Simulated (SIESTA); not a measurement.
## CuAu in SIESTA: convergence with k mesh

Crystal: CuAu.

```
CELL_PARAMETERS angstrom
2.81075 0.00000 0.00000
0.00000 2.81075 0.00000
0.00000 0.00000 3.68500
ATOMIC_POSITIONS crystal
Au 0.99294 0.00315 0.98443
Cu 0.49656 0.48971 0.49476
```

The cell isn't the ideal one: atoms moved at random, drawn with an rms of 0.05 Å.

| Quantity | Value |
| --- | --- |
| Program | SIESTA 5.4.2 |
| Task | single point |
| Functional | PBEsol |
| Potentials or basis | PseudoDojo 0.4 standard (PBEsol files) |
| Basis | DZP (energy shift 0.003 Ry; two zetas on semicore shells) |
| Grid cutoff | 800 Ry |
| Energy shift | 0.003 Ry |
| k mesh | 2 × 2 × 2 |
| Occupations | fermi-dirac, width 0.05 eV |
| Spin | no spin polarisation |

These are the settings of the first run; the series varies k mesh, with any setting tied to it.

Hardware: 1 thread of AMD EPYC 7R43 64-Core Processor (Zen 3), on a shared host.

Task: The values tried are 2 × 2 × 2, 4 × 4 × 3, 5 × 5 × 4, 6 × 6 × 5, 8 × 8 × 6, 9 × 9 × 7, 11 × 11 × 9, loosest first. From which on does the pressure stay within 0.1 GPa of the tightest run that finished?

Result: From 9 × 9 × 7 on.

```
     k mesh  energy less the tightest run, at zero smearing (meV/atom)  pressure (GPa)  largest force (eV/Å)  SCF cycles  CPU time (s)  peak memory (GiB)
  2 × 2 × 2                                                    1020.39            5.51                 0.339          16            40               0.28
  4 × 4 × 3                                                     106.57           -2.27                 0.334          14            36               0.27
  5 × 5 × 4                                                     -48.89           -3.59                 0.322          12            37               0.28
  6 × 6 × 5                                                      22.40           -3.03                 0.332          12            35               0.28
  8 × 8 × 6                                                       8.28           -2.76                 0.329          13            43               0.27
  9 × 9 × 7                                                      -6.02           -3.35                 0.331          12            43               0.28
11 × 11 × 9                                                       0.00           -3.26                 0.331          12            55               0.27
```

Against the tightest run, the largest force stays within 0.005 eV/Å from 6 × 6 × 5 on. Not settled before the last step: the energy (to 1 meV/atom). Meshes of other sizes hit other points, so gaps and Fermi surfaces needn't settle smoothly. The tightest run that finished is the yardstick and may itself not be fully converged.

Caveat, for the tightest run too: short orbitals over semicore shells can move pressures by several GPa; the basis of atomic orbitals isn't converged, which shifts pressures, moduli and gaps. Spin-orbit coupling is left out, which matters for the levels of Au.
